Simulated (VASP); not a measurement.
# PbS: convergence, optical spectrum of independent particles

PbS, Fm-3m (no. 225), 2 atoms in the cell. PBE, independent-particle dielectric function; PAW potentials Pb_d, S (PBE set). VASP 6.6.1.

Wanted: ε at zero frequency, electronic within 1 %; spectrum (imaginary part of ε) within 10 %.

POSCAR:
```
PbS
1.0
    0.0000000000      2.9657500000      2.9657500000
    2.9657500000      0.0000000000      2.9657500000
    2.9657500000      2.9657500000      0.0000000000
Pb S
1 1
Direct
    0.0000000000      0.0000000000      0.0000000000
    0.5000000000      0.5000000000      0.5000000000
```

The series start from Bands in all (NBANDS): 20; Plane-wave cutoff (eV): 290; Energy points: 2000; k mesh: 8 × 8 × 8; Precision mode: Accurate; Electronic algorithm: Normal. Each series keeps the choices made before it, and each single choice may use up half of a tolerance. Times cover all steps of a run.

## Bands in all (NBANDS)

| Bands in all (NBANDS) | ε at zero frequency, electronic | Spectrum (imaginary part of ε), largest deviation against the largest value | Time (s) |
|---|---|---|---|
| 13 | 21.93 | 7.3 % | 5.1 |
| 16 | 22.51 | 0.87 % | 5.2 |
| 20 | 22.6 | 0.77 % | 5.3 |
| 26 | 22.65 | 0.51 % | 5.9 |
| 34 | 22.69 | 0.27 % | 6.4 |
| 50 (reference) | 22.72 | 0 % | 7.4 |

Chosen: 26, the loosest value from which every tighter one stays within half of the tolerance.

## Plane-wave cutoff (eV)

| Plane-wave cutoff (eV) | ε at zero frequency, electronic | Spectrum (imaginary part of ε), largest deviation against the largest value | Time (s) |
|---|---|---|---|
| 160 | 20.56 | 7.8 % | 4.2 |
| 200 | 22.42 | 2.7 % | 4.7 |
| 240 | 22.67 | 0.8 % | 6.3 |
| 290 | 22.65 | 0.17 % | 5.9 |
| 360 (reference) | 22.68 | 0 % | 8.9 |

Chosen: 240.

## Energy points

| Energy points | ε at zero frequency, electronic | Spectrum (imaginary part of ε), largest deviation against the largest value | Time (s) |
|---|---|---|---|
| default | 22.67 | 0.62 % | 6.2 |
| 1500 | 22.67 | 0.6 % | 6.2 |
| 2000 | 22.67 | 0.1 % | 6.3 |
| 4000 (reference) | 22.66 | 0 % | 6.9 |

Chosen: default.

## k mesh

| k mesh | ε at zero frequency, electronic | Spectrum (imaginary part of ε), largest deviation against the largest value | Time (s) |
|---|---|---|---|
| 4 × 4 × 4 | 73.06 | 256 % | 4.9 |
| 5 × 5 × 5 | 14.14 | 61 % | 5.1 |
| 6 × 6 × 6 | 31.57 | 74 % | 5.3 |
| 8 × 8 × 8 | 22.67 | 52 % | 6.2 |
| 10 × 10 × 10 | 19.91 | 35 % | 6.9 |
| 13 × 13 × 13 | 17.06 | 13 % | 8.8 |
| 16 × 16 × 16 | 17.98 | 7.6 % | 12 |
| 20 × 20 × 20 | 17.73 | 6.8 % | 17 |
| 25 × 25 × 25 | 17.56 | 3.1 % | 26 |
| 32 × 32 × 32 (reference) | 17.6 | 0 % | 46 |

Chosen: 25 × 25 × 25.

## Precision mode

| Precision mode | ε at zero frequency, electronic | Spectrum (imaginary part of ε), largest deviation against the largest value | Time (s) |
|---|---|---|---|
| Accurate | 17.56 | 0 % | 26 |
| Normal | 17.55 | 0.061 % | 14 |
| Single | 17.56 | 0.018 % | 25 |

Chosen: Normal, the fastest of those that stay within half of the tolerance.

## Electronic algorithm

| Electronic algorithm | ε at zero frequency, electronic | Spectrum (imaginary part of ε), largest deviation against the largest value | Time (s) |
|---|---|---|---|
| Normal | 17.55 | 0 % | 14 |
| Fast | 17.55 | 0.12 % | 15 |

Chosen: Normal; no other choice that stays within half of the tolerance saves 30 % of the time.

## All choices together

| Input | ε at zero frequency, electronic | Spectrum (imaginary part of ε), largest deviation against the largest value | Time (s) |
|---|---|---|---|
| all settings of the optics step left to the defaults, ground-state mesh (naive) | 21.16 | 28 % | 4.9 |
| chosen settings | 17.55 | 3 % | 14 |
| reference settings throughout | 17.69 | 0 % | 139 |

The tolerance is met.

## The input

INCAR.step1:
```
  PREC = Normal
  ENCUT = 240
  ISMEAR = 0
  SIGMA = 0.02
  EDIFF = 1E-7
  LASPH = True
  KPAR = 4
  LWAVE = False
  LCHARG = True
  GGA = PE
```

INCAR.step2:
```
  PREC = Normal
  ENCUT = 240
  ISMEAR = 0
  SIGMA = 0.05
  EDIFF = 1E-6
  LASPH = True
  KPAR = 4
  LWAVE = False
  LCHARG = False
  ICHARG = 11
  LOPTICS = True
  NBANDS = 26
  CSHIFT = 0.1
  ALGO = Normal
  GGA = PE
```

KPOINTS.step1:
```
k-points
0
Gamma
  8 8 8
```

KPOINTS.step2:
```
Automatic mesh
0
Gamma
  25 25 25
  0 0 0
```

Commands (each step's output is kept before the next begins):
```
cat potpaw_PBE.64/Pb_d/POTCAR potpaw_PBE.64/S/POTCAR > POTCAR
cp INCAR.step1 INCAR
cp KPOINTS.step1 KPOINTS
mpirun -np 4 vasp_std > vasp.out
cp INCAR.step2 INCAR
cp KPOINTS.step2 KPOINTS
mpirun -np 4 vasp_std > vasp.out
```

Limits: Spin-orbit coupling is left out, which can matter with atoms this heavy; the pull between electron and hole is left out; the onset follows the functional's gap, which semilocal functionals usually make too small.

The chosen input took VASP 6.6.1 14 s on 4 cores (AMD EPYC 9R45 (Zen 5)), a shared host.

## An input that fails: one empty band

It runs to its end, but against the unchanged starting input it is off by 24 % in the ε at zero frequency, electronic, 28 % in the spectrum (imaginary part of ε).

Changes against the starting input:
```
(step 2)
- NBANDS = 20
+ NBANDS = 11
```
